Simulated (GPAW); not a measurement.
Wanted: an ASE script for a GPAW 26.7.0 run.

```yaml
Task: relaxation of cell and atoms
Functional: PBE
Potentials_or_basis: GPAW PAW data sets (gpaw-data 1.2.1)
Cutoff: 600 eV
Basis: pw
k_mesh: 5 × 5 × 5
Occupations: fermi-dirac, width 0.05 eV
Spin: no spin polarisation
Target_pressure: 30 GPa
Maxiter: 150
Optimizer: BFGS
Fmax: 0.02 eV/Å
Max_steps: 60
Target_pressure: 30 GPa
Convergence: density=1e-05 forces=0.0001
```

The structure of TiAl3 lies in TiAl3.xyz:

```xyz
4
Lattice="-1.9111067713 1.9111067713 4.2806687947 1.9111067713 -1.9111067713 4.2806687947 1.9111067713 1.9111067713 -4.2806687947" Properties=species:S:1:pos:R:3 pbc="T T T"
Ti     0.0000000000      0.0000000000      0.0000000000
Al     1.9111067713      0.0000000000      2.1403343974
Al     0.0000000000      1.9111067713      2.1403343974
Al     0.0000000000      0.0000000000      4.2806687947
```

The cell comes from a database or a generator and needn't be the stable form of this composition.

These files were run (other wordings do the same):

run.py

```python
from ase.filters import FrechetCellFilter
from ase.io import read, write
from ase.optimize import BFGS
from ase.units import GPa
from gpaw import GPAW, PW

atoms = read('TiAl3.xyz')

calc = GPAW(mode=PW(600),
            xc='PBE',
            kpts={'size': (5, 5, 5), 'gamma': True},
            occupations={'name': 'fermi-dirac', 'width': 0.05},
            nbands=23,
            convergence={'density': 1e-05, 'forces': 0.0001},
            maxiter=150,
            txt='gpaw.txt')
atoms.calc = calc
opt = BFGS(FrechetCellFilter(atoms, scalar_pressure=30 * GPa), trajectory='relax.traj', logfile='-')
done = opt.run(fmax=0.02, steps=60)
calc.write('gs.gpw')
write('result.traj', atoms)
print('Converged:', done)
print('Cell:', atoms.cell.cellpar().round(4))
print('Volume:', round(atoms.get_volume(), 4))
print(atoms.get_scaled_positions().round(5))
```

Potentials or basis: GPAW PAW data sets (gpaw-data 1.2.1), pw.

Launch:

```console
$ OMP_NUM_THREADS=1 python run.py
```

It gave:

```
Relaxed volume                                         : 13.16 Å³/atom
Relaxed cell                                           : a = 4.769 Å, b = 4.769 Å, c = 4.769 Å, α = 135.42°, β = 135.42°, γ = 64.87°
Space group after relaxing (to 0.05 Å)                 : I4/mmm (No. 139)
Energy change on relaxing (the enthalpy is what falls) : +223.7 meV/atom
Ionic steps                                            : 6
Pressure after relaxing                                : 30.0 GPa
Band gap on the k mesh                                 : none (metal or under the smearing width)
```

Caveat: the k mesh is coarse (spacing up to 0.46 Å⁻¹), so the values aren't converged; later steps reuse the first step's grids; the volume moved by over 15 % at a fixed basis, so the end points are rough.

Run time: 100 s on 1 thread of Arm Neoverse V2, on a shared host, peak memory 0.24 GiB.
